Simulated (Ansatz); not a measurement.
NaCl in the zincblende structure, relaxed with r2SCAN in the PAW code Ansatz. It is cubic, F-43m (No. 216); a = 6.175 Å in the conventional setting, 29.43 Å³ an atom. Around Na lie 4 Cl at 2.67 Å; around Cl lie 4 Na at 2.67 Å.

The axes x, y and z are those of this cell:
```xyz
2
Lattice="0.0000 3.0873 3.0873 3.0873 0.0000 3.0873 3.0873 3.0873 0.0000" Properties=species:S:1:pos:R:3 pbc="T T T"
Na    0.0000    0.0000    0.0000
Cl    1.5436    1.5436    1.5436
```

Unstrained: The PBE gap is direct at Γ: 4.942 eV. With r2SCAN the gap is 5.552 eV and direct, at Γ. The HSE06 gap is direct at Γ: 6.246 eV. Meshes: PBE 8×8×8, r2SCAN 8×8×8, HSE06 6×6×6. Strains are changes of length per length. After each strain the atoms were relaxed again with r2SCAN within the symmetry that the strain leaves, so tilts or polar shifts that break it weren't tested; points keep the names that they have in the unstrained zone. No spin polarisation and no zero-point or thermal motion; the cell was built from a prototype and may be hypothetical.

Task: Apply epitaxial +4.09 % in the xy plane, free normal strain -8.48 %. How far does the gap move, against the unstrained cell?

Result: PBE: the gap goes from 4.942 to 4.867 eV (-0.075 eV); with r2SCAN the top three valence levels at Γ, degenerate before, become 1+2 from the top over 91 meV. r2SCAN: the gap goes from 5.552 to 5.481 eV (-0.071 eV). HSE06: the gap goes from 6.246 to 6.172 eV (-0.074 eV). The r2SCAN energy rises by 0.7 meV an atom.

Task: Apply biaxial +4.25 % in x and y, z held. How far does the gap move, against the unstrained cell?

Result: PBE: the gap goes from 4.942 to 4.718 eV (-0.224 eV); with r2SCAN the top three valence levels at Γ, degenerate before, become 1+2 from the top over 35 meV. r2SCAN: the gap goes from 5.552 to 5.335 eV (-0.217 eV). HSE06: the gap goes from 6.246 to 6.009 eV (-0.237 eV). The r2SCAN energy rises by 11.2 meV an atom.

The meshes of the hybrids are coarse, so their gaps aren't converged to the digits shown.

The splittings at Γ are without spin-orbit coupling, which regroups them where it is of like size or larger.
